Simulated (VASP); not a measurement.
# GaP (R-3m) in VASP: a series of runs

The runs below take GaP through single point, with PBE.

All numbers are computed with VASP 6.6.1; they aren't measurements. Logs are shortened: lines on timing, memory, paths and dates and some standing lists are left out, and cuts for length are marked.

**1. Starting point**

The structure is trigonal, space group R-3m (No. 166). The conventional cell has a = 3.886 Å, b = 3.886 Å, c = 19.292 Å, α = 90.00°, β = 90.00°, γ = 120.00°. Around Ga (site symmetry 3m) lie 3 P at 2.40 Å and 1 Ga at 2.49 Å. Around P (site symmetry 3m) lie 1 P at 2.21 Å and 3 Ga at 2.40 Å.

Measurements of this composition are mostly on another form, of space group No. 216.

**2. Single point, PBE**

File INCAR:

```
ALGO = Normal
EDIFF = 1E-6
ENCUT = 500
GGA = PE
ISIF = 2
ISMEAR = 0
LASPH = T
LCHARG = F
LREAL = F
LWAVE = F
NELM = 100
PREC = Accurate
SIGMA = 0.02
```

File KPOINTS:

```
k-points
0
Gamma
  4 4 4
```

File POSCAR:

```
GaP
1.0
    1.9430151755      1.1218003346      6.4308101003
   -1.9430151755      1.1218003346      6.4308101003
    0.0000000000     -2.2436006692      6.4308101003
Ga P
2 2
Direct
    0.5646280000      0.5646280000      0.5646280000
    0.4353720000      0.4353720000      0.4353720000
    0.9426110000      0.9426110000      0.9426110000
    0.0573890000      0.0573890000      0.0573890000
```

Potentials or basis: VASP PAW PBE potentials, release 64 (Ga_d_GW, P_GW).

Command:

```
cat potpaw_PBE.64/Ga_d_GW/POTCAR potpaw_PBE.64/P_GW/POTCAR > POTCAR
mpirun -np 1 vasp_std > vasp.out
```

OUTCAR:

```text
EDIFF = 1E-6
   ENCUT = 500
   GGA = PE
   ISIF = 2
   ISMEAR = 0
   LASPH = T
   LREAL = F
   NELM = 100
   PREC = Accurate

 ion  position               nearest neighbor table
   1  0.565  0.565  0.565-   3 2.40   3 2.40   3 2.40   2 2.49
   2  0.435  0.435  0.435-   4 2.40   4 2.40   4 2.40   1 2.49
   3  0.943  0.943  0.943-   4 2.21   1 2.40   1 2.40   1 2.40
   4  0.057  0.057  0.057-   3 2.21   2 2.40   2 2.40   2 2.40

  LATTYP: Found a trigonal (rhomboedric) cell.
 ALAT       =     6.8109516596
 COS(alpha) =     0.8372328403

  Lattice vectors:

 A1 = (   1.9430151755,   1.1218003346,   6.4308101003)
 A2 = (  -1.9430151755,   1.1218003346,   6.4308101003)
 A3 = (   0.0000000000,  -2.2436006692,   6.4308101003)

Analysis of symmetry for initial positions (statically):
=====================================================================
 Subroutine PRICEL returns:
 Original cell was already a primitive cell.

 Routine SETGRP: Setting up the symmetry group for a
 trigonal (rhombohedral) supercell.

 Subroutine GETGRP returns: Found 12 space group operations
 (whereof 12 operations were pure point group operations)
 out of a pool of 12 trial point group operations.

The static configuration has the point symmetry D_3d.

Analysis of symmetry for dynamics (positions and initial velocities):
=====================================================================
 Subroutine PRICEL returns:
 Original cell was already a primitive cell.

 Routine SETGRP: Setting up the symmetry group for a
 trigonal (rhombohedral) supercell.

 Subroutine GETGRP returns: Found 12 space group operations
 (whereof 12 operations were pure point group operations)
 out of a pool of 12 trial point group operations.

The dynamic configuration has the point symmetry D_3d.

 Subroutine INISYM returns: Found 12 space group operations
 (whereof 12 operations are pure point group operations),
 and found     1 'primitive' translations

----------------------------------------------------------------------------------------

                                     Primitive cell

  volume of cell :      84.1025

  direct lattice vectors                    reciprocal lattice vectors
     1.943015176  1.121800335  6.430810100     0.257332010  0.148570705  0.051833801
    -1.943015176  1.121800335  6.430810100    -0.257332010  0.148570705  0.051833801
     0.000000000 -2.243600669  6.430810100     0.000000000 -0.297141410  0.051833801

  length of vectors
     6.810951660  6.810951660  6.810951660     0.301628514  0.301628514  0.301628514

  position of ions in fractional coordinates (direct lattice)
     0.564628000  0.564628000  0.564628000
     0.435372000  0.435372000  0.435372000
     0.942611000  0.942611000  0.942611000
     0.057389000  0.057389000  0.057389000

  ion indices of the primitive-cell ions
   primitive index   ion index
                 1           1
                 2           2
                 3           3
                 4           4

----------------------------------------------------------------------------------------

 KPOINTS: k-points

Automatic generation of k-mesh.
 Grid dimensions read from file:
 generate k-points for:    4    4    4

 Generating k-lattice:

  Cartesian coordinates                     Fractional coordinates (reciprocal lattice)
     0.064333002  0.037142676  0.012958450     0.250000000 -0.000000000  0.000000000
    -0.064333002  0.037142676  0.012958450    -0.000000000  0.250000000  0.000000000
     0.000000000 -0.074285353  0.012958450     0.000000000  0.000000000  0.250000000

  Length of vectors
     0.075407129  0.075407129  0.075407129

  Shift w.r.t. Gamma in fractional coordinates (k-lattice)
     0.000000000  0.000000000  0.000000000

 Subroutine IBZKPT returns following result:
 ===========================================

 Found     13 irreducible k-points:

 Following reciprocal coordinates:
            Coordinates               Weight
  0.000000  0.000000  0.000000      1.000000
  0.250000  0.000000  0.000000      6.000000
  0.500000  0.000000  0.000000      3.000000
  0.250000  0.250000  0.000000      6.000000
  0.500000  0.250000 -0.000000     12.000000
 -0.250000  0.250000  0.000000      6.000000
  0.500000  0.500000  0.000000      3.000000
  0.250000  0.250000  0.250000      2.000000
  0.500000  0.250000  0.250000      6.000000
 -0.250000  0.250000  0.250000      6.000000
  0.500000  0.500000  0.250000      6.000000
 -0.250000  0.500000  0.250000      6.000000
  0.500000  0.500000  0.500000      1.000000
   k-points           NKPTS =     13   k-points in BZ     NKDIM =     13   number of bands    NBANDS=     22
   number of dos      NEDOS =    301   number of ions     NIONS =      4
   total plane-waves  NPLWV = 125000
   dimension x,y,z NGX =    50 NGY =   50 NGZ =   50
   dimension x,y,z NGXF=   100 NGYF=  100 NGZF=  100
   ions per type =               2   2
   NGX,Y,Z   is equivalent  to a cutoff of  12.20, 12.20, 12.20 a.u.
   NGXF,Y,Z  is equivalent  to a cutoff of  24.41, 24.41, 24.41 a.u.
 SYSTEM =  unknown system
   PREC   = accura    normal or accurate (medium, high low for compatibility)
   ISTART =      0    job   : 0-new  1-cont  2-samecut
   ICHARG =      2    charge: 1-file 2-atom 10-const
   ISPIN  =      1    spin polarized calculation?
   LNONCOLLINEAR =      F non collinear calculations
   LSORBIT =      F    spin-orbit coupling
   LASPH  =      T    aspherical Exc in radial PAW
   ENCUT  =  500.0 eV  36.75 Ry    6.06 a.u.  12.42 12.42 12.42*2*pi/ulx,y,z
   NELM   =    100;   NELMIN=  2; NELMDL= -5     # of ELM steps
   EDIFF  = 0.1E-05   stopping-criterion for ELM
[... 12 lines left out ...]
   EMIN   =  10.00;   EMAX   =-10.00  energy-range for DOS
   EFERMI =   0.00;   METHOD = LEGACY
   ISMEAR =     0;   SIGMA  =   0.02  broadening in eV -4-tet -1-fermi 0-gaus
   EFERMI_NEDOS =   21; number of points for ismear=-14 and -15
   IALGO  =     38    algorithm
   IMIX   =      4    mixing-type and parameters
     AMIX     =   0.40;   BMIX     =  1.00
     AMIX_MAG =   1.60;   BMIX_MAG =  1.00
  volume/ion in A,a.u.               =      21.03       141.89
  Fermi-wavevector in a.u.,A,eV,Ry     =   1.233785  2.331515 20.711129  1.522225
  Thomas-Fermi vector in A             =   2.368501
   LORBIT       =      0    0 simple, 1 ext, 2 COOP (PROOUT), +10 PAW based schemes
   GGA     = PE    functional components
   LHFCALC =     F    Hartree Fock is set to
   AEXX    =    0.0000 exact exchange contribution
   IVDW    =     0    specifies the selected vdW correction
   LEPSILON=     F    determine dielectric tensor
   LRPA    =     F    only Hartree local field effects (RPA)
 non-spin polarized calculation
 Gauss-broadening in eV      SIGMA  =   0.02
  energy-cutoff  :      500.00
  volume of cell :       84.10
 maximum number of plane-waves:      2144
 NGX is ok and might be reduce to    50
   NGX = 25   NGY = 25   NGZ = 25

 number of electron      35.9999999 magnetization

 Free energy of the ion-electron system (eV)
  ---------------------------------------------------
  ext. energy  EPLUGINS =         0.00000000
  ---------------------------------------------------
  free energy    TOTEN  =       -17.56034508 eV

  energy without entropy =      -17.56034508  energy(sigma->0) =      -17.56034508

 E-fermi :   4.4867     XC(G=0):  -9.7722

 val. band max:        4.3594514362   @ k =   0.0000   0.0000   0.0000
 cond. band min:       5.1793283745   @ k =   0.5000   0.5000   0.0000
 fundamental gap:      0.8198769383
 Fermi energy:         4.4866781077

 k-point     1 :       0.0000    0.0000    0.0000
  band No.  band energies     occupation
      1     -10.4175      2.00000
      2     -10.2894      2.00000
      3     -10.2894      2.00000
      4     -10.2739      2.00000
      5     -10.2739      2.00000
      6     -10.2239      2.00000
[... 14 lines left out ...]
     21       7.0966      0.00000
     22       8.0129      0.00000

 k-point     2 :       0.2500    0.0000    0.0000
  band No.  band energies     occupation
      1     -10.4075      2.00000
      2     -10.3456      2.00000
      3     -10.3007      2.00000
      4     -10.2849      2.00000
      5     -10.2521      2.00000
      6     -10.2338      2.00000
[... 14 lines left out ...]
     21       7.3071      0.00000
     22       9.2796      0.00000

 k-point     3 :       0.5000    0.0000    0.0000
  band No.  band energies     occupation
      1     -10.4003      2.00000
      2     -10.3909      2.00000
      3     -10.3190      2.00000
      4     -10.2829      2.00000
      5     -10.2445      2.00000
      6     -10.2304      2.00000
[... 14 lines left out ...]
     21       7.9750      0.00000
     22       8.8362      0.00000

 k-point     4 :       0.2500    0.2500    0.0000
  band No.  band energies     occupation
      1     -10.4071      2.00000
      2     -10.3347      2.00000
      3     -10.3088      2.00000
      4     -10.2877      2.00000
      5     -10.2515      2.00000
      6     -10.2336      2.00000
[... 14 lines left out ...]
     21       7.9979      0.00000
     22       8.5652      0.00000

 k-point     5 :       0.5000    0.2500   -0.0000
  band No.  band energies     occupation
      1     -10.3945      2.00000
      2     -10.3737      2.00000
      3     -10.3279      2.00000
      4     -10.2798      2.00000
      5     -10.2590      2.00000
      6     -10.2199      2.00000
[... 14 lines left out ...]
     21       8.1048      0.00000
     22       9.0993      0.00000

 k-point     6 :      -0.2500    0.2500    0.0000
  band No.  band energies     occupation
      1     -10.3994      2.00000
      2     -10.3735      2.00000
      3     -10.3251      2.00000
      4     -10.2796      2.00000
      5     -10.2585      2.00000
      6     -10.2198      2.00000
[... 14 lines left out ...]
     21       8.7838      0.00000
     22       9.3420      0.00000

 k-point     7 :       0.5000    0.5000    0.0000
  band No.  band energies     occupation
      1     -10.4018      2.00000
      2     -10.3567      2.00000
      3     -10.3432      2.00000
      4     -10.2883      2.00000
      5     -10.2445      2.00000
      6     -10.2291      2.00000
[... 14 lines left out ...]
     21       5.8817      0.00000
     22       8.3859      0.00000

 k-point     8 :       0.2500    0.2500    0.2500
  band No.  band energies     occupation
      1     -10.4164      2.00000
      2     -10.2883      2.00000
      3     -10.2883      2.00000
      4     -10.2751      2.00000
      5     -10.2751      2.00000
      6     -10.2244      2.00000
[... 14 lines left out ...]
     21       8.0428      0.00000
     22       8.1092      0.00000

 k-point     9 :       0.5000    0.2500    0.2500
  band No.  band energies     occupation
      1     -10.4036      2.00000
      2     -10.3455      2.00000
      3     -10.3013      2.00000
      4     -10.2841      2.00000
      5     -10.2535      2.00000
      6     -10.2349      2.00000
[... 14 lines left out ...]
     21       8.1485      0.00000
     22       9.5579      0.00000

 k-point    10 :      -0.2500    0.2500    0.2500
  band No.  band energies     occupation
      1     -10.4010      2.00000
      2     -10.3790      2.00000
      3     -10.3259      2.00000
      4     -10.2857      2.00000
      5     -10.2446      2.00000
      6     -10.2297      2.00000
[... 14 lines left out ...]
     21       7.0890      0.00000
     22       8.3983      0.00000

 k-point    11 :       0.5000    0.5000    0.2500
  band No.  band energies     occupation
      1     -10.4034      2.00000
      2     -10.3328      2.00000
      3     -10.3109      2.00000
      4     -10.2868      2.00000
      5     -10.2527      2.00000
      6     -10.2344      2.00000
[... 14 lines left out ...]
     21       7.8489      0.00000
     22       8.6263      0.00000

 k-point    12 :      -0.2500    0.5000    0.2500
  band No.  band energies     occupation
      1     -10.3862      2.00000
      2     -10.3773      2.00000
      3     -10.3307      2.00000
      4     -10.2798      2.00000
      5     -10.2593      2.00000
      6     -10.2199      2.00000
[... 14 lines left out ...]
     21       8.8392      0.00000
     22       9.1116      0.00000

 k-point    13 :       0.5000    0.5000    0.5000
  band No.  band energies     occupation
      1     -10.4153      2.00000
      2     -10.2870      2.00000
      3     -10.2870      2.00000
      4     -10.2765      2.00000
      5     -10.2765      2.00000
      6     -10.2250      2.00000
[... 14 lines left out ...]
     21       8.1996      0.00000
     22       8.1996      0.00000

------------------------ aborting loop because EDIFF is reached ----------------------------------------

  FORCE on cell =-STRESS in cart. coord.  units (eV):
  Direction    XX          YY          ZZ          XY          YZ          ZX
  --------------------------------------------------------------------------------------
  -------------------------------------------------------------------------------------
  Total        0.1572693      0.1572693     -0.2073569      0.0000000      0.0000000     -0.0000000
  in kB        2.9960270      2.9960270     -3.9502110      0.0000000      0.0000000     -0.0000000
  external PRESSURE =       0.6806144 kB  Pullay stress =       0.0000000 kB

 VOLUME and BASIS-vectors are now :
 -----------------------------------------------------------------------------
  energy-cutoff  :      500.00
  volume of cell :       84.10
      direct lattice vectors                 reciprocal lattice vectors
     1.943015176  1.121800335  6.430810100     0.257332010  0.148570705  0.051833801
    -1.943015176  1.121800335  6.430810100    -0.257332010  0.148570705  0.051833801
     0.000000000 -2.243600669  6.430810100     0.000000000 -0.297141410  0.051833801

 POSITION                                       TOTAL-FORCE (eV/Angst)
 -----------------------------------------------------------------------------------
      0.00000      0.00000     10.89305         0.000000      0.000000     -0.046576
      0.00000      0.00000      8.39938         0.000000      0.000000      0.046576
      0.00000      0.00000     18.18526         0.000000     -0.000000     -0.038690
      0.00000      0.00000      1.10717         0.000000      0.000000      0.038690
 -----------------------------------------------------------------------------------
    total drift:                                0.000000     -0.000000      0.000000

  FREE ENERGIE OF THE ION-ELECTRON SYSTEM (eV)
  ---------------------------------------------------
  free  energy   TOTEN  =       -17.5603450831 eV

  energy  without entropy=      -17.5603450831  energy(sigma->0) =      -17.56034508
```

It took 43 s on 1 thread of AMD EPYC 9R45 (Zen 5), shared host; peak memory 0.31 GiB.

What came out:

```
Free energy            : -17.5603 eV
Pressure               : 0.1 GPa
Largest force          : 0.047 eV/Å
Band gap on the k mesh : 0.82 eV, indirect (least direct gap 1.13 eV)
```

Forces on the atoms (eV/Å):
```
Ga   0.000  0.000 -0.047
Ga   0.000  0.000  0.047
P    0.000  0.000 -0.039
P    0.000  0.000  0.039
```

Caveat: the k mesh is coarse (spacing up to 0.47 Å⁻¹), so the values aren't converged; the cutoff is under 1.25 times the usual one of these potentials, so pressure, stress and relaxed cells hold a basis-set (Pulay) error. A k mesh can miss the band edges.

**3. Single point, PBE**

File INCAR:

```
PREC = Accurate
ENCUT = 500
EDIFF = 1E-7
ISMEAR = 0
SIGMA = 0.02
LREAL = False
LASPH = True
NELM = 100
ALGO = Normal
ISIF = 2
LWAVE = False
LCHARG = True
GGA = PE
LELF = True
LVHAR = True
NBANDS = 26
```

File KPOINTS:

```
regular mesh
0
Gamma
  4 4 4
```

POSCAR is that of step 2.

Potentials or basis: VASP PAW PBE potentials, release 64 (Ga_d_GW, P_GW).

Command:

```
cat potpaw_PBE.64/Ga_d_GW/POTCAR potpaw_PBE.64/P_GW/POTCAR > POTCAR
mpirun -np 1 vasp_std > vasp.out
```

Run time: 1.9 min. Hardware: 1 thread of Intel Xeon Platinum 8259CL at 2.50GHz (Skylake/Cascade Lake), shared host; peak memory 0.34 GiB.

The run converged. Its results:

```
Free energy            : -17.5603 eV
Pressure               : 0.1 GPa
Largest force          : 0.047 eV/Å
Band gap on the k mesh : 0.82 eV, indirect (least direct gap 1.13 eV)
```

Forces in eV/Å, atoms in the order of the input:
```
Ga   0.000  0.000 -0.047
Ga   0.000  0.000  0.047
P    0.000  0.000 -0.039
P    0.000  0.000  0.039
```

Stress tensor (GPa, compression positive):
```
 0.29  0.00  0.00
 0.00  0.29  0.00
 0.00  0.00 -0.41
```

Levels at points of the mesh, in eV from the valence-band top:
```
           k point  band 16  band 17  band 18  band 19  band 20  band 21
(0.00, 0.00, 0.00)    -0.26     0.00     0.00     1.13     1.49     2.74
(0.50, 0.00, 0.00)    -2.83    -2.66    -1.74     1.62     2.70     3.62
(0.50, 0.50, 0.00)    -3.09    -1.21    -0.50     0.82     1.50     1.52
(0.50, 0.50, 0.50)    -1.70    -0.25    -0.25     1.12     2.35     3.84
```

Caveat: the k mesh is coarse (spacing up to 0.47 Å⁻¹), so the values aren't converged; the cutoff is under 1.25 times the usual one of these potentials, so pressure, stress and relaxed cells hold a basis-set (Pulay) error.

**4. Single point, PBE**

File INCAR:

```
ALGO = Normal
EDIFF = 1E-6
ENCUT = 450
GGA = PE
ISIF = 2
ISMEAR = 0
LASPH = True
LCHARG = False
LREAL = False
LWAVE = False
NBANDS = 26
NELM = 60
PREC = Accurate
SIGMA = 0.02
```

File KPOINTS:

```
k-points
0
Gamma
  4 4 4
```

POSCAR is that of step 3.

Command:

```
cat potpaw_PBE.64/Ga_d_GW/POTCAR potpaw_PBE.64/P_GW/POTCAR > POTCAR
mpirun -np 1 vasp_std > vasp.out
```

Wall time 68 s (1 thread of Intel Xeon Platinum 8488C (Sapphire Rapids), shared host); peak memory 0.31 GiB.

Results (log left out):

* Free energy: -17.5618 eV
* Largest force: 0.046 eV/Å
* Band gap on the k mesh: 0.82 eV, indirect (least direct gap 1.13 eV)

Forces on the atoms (eV/Å):
```
Ga   0.000  0.000 -0.046
Ga   0.000  0.000  0.046
P    0.000  0.000 -0.038
P    0.000  0.000  0.038
```

Levels at points of the mesh, in eV from the valence-band top:
| k point | band 14 | band 15 | band 16 | band 17 | band 18 | band 19 | band 20 | band 21 | band 22 | band 23 |
| --- | --- | --- | --- | --- | --- | --- | --- | --- | --- | --- |
| (0.00, 0.00, 0.00) | -1.79 | -1.79 | -0.26 | 0.00 | 0.00 | 1.13 | 1.49 | 2.74 | 3.65 | 3.65 |
| (0.50, 0.00, 0.00) | -5.55 | -4.46 | -2.83 | -2.66 | -1.74 | 1.63 | 2.70 | 3.62 | 4.48 | 6.20 |
| (0.50, 0.50, 0.00) | -6.72 | -3.79 | -3.09 | -1.21 | -0.50 | 0.82 | 1.50 | 1.52 | 4.01 | 4.11 |
| (0.50, 0.50, 0.50) | -3.72 | -1.70 | -1.70 | -0.25 | -0.25 | 1.12 | 2.35 | 3.84 | 3.84 | 5.01 |

Caveat: the k mesh is coarse (spacing up to 0.47 Å⁻¹), so the values aren't converged; the cutoff is under 1.25 times the usual one of these potentials, so pressure, stress and relaxed cells hold a basis-set (Pulay) error. A k mesh can miss the band edges.

**5. The reference run**

An earlier run on the cell as given: functional PBE; potentials or basis VASP PAW PBE potentials, release 64 (Ga_d, P); cutoff 520 eV; k mesh 8 × 8 × 8; occupations fermi-dirac, width 0.05 eV; no spin polarisation.

* Pressure: 0.0 GPa
* Largest force: 0.054 eV/Å
* Band gap on the k mesh: 0.84 eV, indirect (least direct gap 1.13 eV)

**6. Summary**

| potentials or basis | k mesh | cutoff (eV) | smearing | mesh quality | gap on the mesh (eV) | pressure (GPa) | largest force (eV/Å) |
| --- | --- | --- | --- | --- | --- | --- | --- |
| VASP PAW PBE potentials, release 64 (Ga_d_GW, P_GW) | 4 × 4 × 4 | 500 | gaussian 0.02 eV | coarse | 0.82 | 0.1 | 0.05 |
| VASP PAW PBE potentials, release 64 (Ga_d_GW, P_GW) | 4 × 4 × 4 | 450 | gaussian 0.02 eV | coarse | 0.82 | - | 0.05 |
| VASP PAW PBE potentials, release 64 (Ga_d, P) | 8 × 8 × 8 | 520 | fermi-dirac 0.05 eV | not flagged | 0.84 | 0.0 | 0.05 |

Alike in all rows: task single point; level PBE; no spin polarisation; cell as given.

Caveats: some runs use coarse meshes; the cutoff is under 1.25 times the usual one of these potentials, so pressure, stress and relaxed cells hold a basis-set (Pulay) error (some runs).

Total energies depend on the potentials used, so only differences within one code and one set of settings carry meaning.
